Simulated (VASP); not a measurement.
Wanted: the native input for a VASP 6.6.1 run.

```
Task                   : relaxation of shape and atoms at fixed volume
Functional             : PBE
Dispersion             : D3(BJ)
Potentials or basis    : VASP PAW PBE potentials, release 64 (B, N)
Cutoff                 : 700 eV
k mesh                 : 15 × 15 × 6
Occupations            : gaussian, width 0.02 eV
Spin                   : no spin polarisation
Further INCAR settings : ALGO = Normal; EDIFF = 1e-07; IBRION = 2; EDIFFG = -0.002; NSW = 80; ISIF = 4
```

The structure of BN lies in POSCAR:

```
BN                                      
1.0
    2.5556219539      0.0000000000      0.0000000000
   -1.2778109769      2.2132335296      0.0000000000
    0.0000000000      0.0000000000      6.6889744160
  B               N             
     2     2
Direct
     0.3333333300000021    0.6666666699999979    0.2500000000000000
     0.6666666699999979    0.3333333300000021    0.7500000000000000
     0.3333333300000021    0.6666666699999979    0.7500000000000000
     0.6666666699999979    0.3333333300000021    0.2500000000000000
```

The cell isn't the ideal one: a relaxed cell with its volume scaled by 1.06.

The input as run:

INCAR

```
  PREC = Accurate
  ENCUT = 700
  EDIFF = 1E-7
  ISMEAR = 0
  SIGMA = 0.02
  LREAL = False
  LASPH = True
  NELM = 80
  ALGO = Normal
  ISIF = 4
  LWAVE = False
  LCHARG = False
  GGA = PE
  IVDW = 12
  IBRION = 2
  NSW = 80
  EDIFFG = -0.002
```

KPOINTS

```
regular mesh
0
Gamma
  15 15 6
```

Potentials or basis: VASP PAW PBE potentials, release 64 (B, N).

Launch:

```bash
$ cat potpaw_PBE.64/B/POTCAR potpaw_PBE.64/N/POTCAR > POTCAR
$ mpirun -np 1 vasp_std > vasp.out
```

Results of the run:

- Energy gained by relaxing: 20.0 meV/atom
- Ionic steps: 3
- Pressure after relaxing: -1.3 GPa
- Band gap on the k mesh: 4.37 eV, indirect (least direct gap 4.64 eV)
- Dispersion energy per atom: -0.133 eV

Caveat: an odd mesh through Γ misses points on the zone boundary, where band edges often lie.

Wall time 110 s on 1 thread of Intel(R) Xeon(R) Platinum 8488C (Sapphire Rapids) (shared host), peak memory 0.23 GiB.
